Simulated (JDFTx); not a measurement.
The system is Ir.

```
Ir
1.0
     0.06447    1.83736    1.75605
     1.94181    0.07743    1.74308
     2.17282    2.05540   -0.15358
Ir
1
Direct
  0.00000 0.00000 0.00000
```

This isn't the form of Ir at room conditions, which is fcc.

Base run:

* Program: JDFTx 1.7.0 (patched build)
* Functional: PBE
* Potentials or basis: PseudoDojo-SR-PBE-0.5-standard with smoothed tails
* Cutoff: 925 eV
* Density cutoff: 3701 eV
* k mesh: 12 × 13 × 11
* Occupations: fermi-dirac, width 0.05 eV
* Spin: no spin polarisation

Its results: band gap on the k mesh none (metal or under the smearing width); pressure 27.8 GPa.

The run is repeated on the same cell with these changes: dispersion from none to D2. What comes out?

Band gap on the k mesh none (metal or under the smearing width); pressure 9.3 GPa.

Dispersion adds attraction, which lowers the pressure at fixed volume and, as a term added to the energy, leaves the levels alone.

Caveats: pairwise dispersion overbinds metals, which lowers pressure and volume (some runs).
